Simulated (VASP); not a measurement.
**GaP: single point with PBEsol**

**Experimental background.**

From “Stacking defects in GaP nanowires: Electronic structure and optical properties”, 2018, arxiv:1810.01194, for a bulk crystal of GaP at 10 K: band gap 2.34 eV (indirect).

Crystal: GaP.

```xyz
2
Lattice="0.0000 2.7184 2.7184 2.7184 0.0000 2.7184 2.7184 2.7184 0.0000" Properties=species:S:1:pos:R:3 pbc="T T T"
Ga    0.0000    0.0000    0.0000
P     4.0776    4.0776    4.0776
```

The cell is a database's computed one.

```
Program             : VASP 6.6.1
Task                : single point
Functional          : PBEsol
Potentials or basis : VASP PAW PBE potentials, release 64 (Ga_d, P)
Cutoff              : 520 eV
k mesh              : 8 × 8 × 8
Occupations         : gaussian, width 0.5 eV
Spin                : no spin polarisation
```

```
Pressure               : 0.0 GPa
Band gap on the k mesh : 1.50 eV, indirect (least direct gap 1.81 eV)
```

Levels at points of the mesh, in eV from the valence-band top:
| k point | band 5 | band 6 | band 7 | band 8 | band 9 | band 10 | band 11 | band 12 | band 13 | band 14 |
| --- | --- | --- | --- | --- | --- | --- | --- | --- | --- | --- |
| (0.00, 0.00, 0.00) | -14.45 | -12.58 | 0.00 | 0.00 | 0.00 | 1.81 | 3.83 | 3.83 | 3.83 | 8.60 |
| (0.50, 0.00, 0.00) | -14.44 | -10.47 | -6.74 | -1.14 | -1.14 | 1.61 | 4.65 | 4.65 | 8.10 | 10.79 |
| (0.50, 0.50, 0.00) | -14.43 | -9.54 | -6.84 | -2.74 | -2.74 | 1.50 | 1.71 | 10.61 | 10.61 | 11.15 |

Wall time 17 s on 1 thread of Intel(R) Xeon(R) Platinum 8259CL CPU @ 2.50GHz (Skylake/Cascade Lake), with other jobs on the host, peak memory 0.17 GiB.

Measured gap of GaP: 2.34 eV (indirect; 10 K; quoted in “Stacking defects in GaP nanowires: Electronic structure and optical properties”, 2018, arxiv:1810.01194). This calculation gives 1.50 eV (-0.84 eV). Spin-orbit coupling on Ga is left out. The value is that of PBEsol on a finite k mesh, which can miss the band edges, without temperature or zero-point motion. Semilocal functionals fall short of measured gaps as a rule. The cell is a database's relaxed one, not the measured one, which moves gaps too.

Caveat: the PAW data sets were made with another functional, which shifts forces and pressure a little.
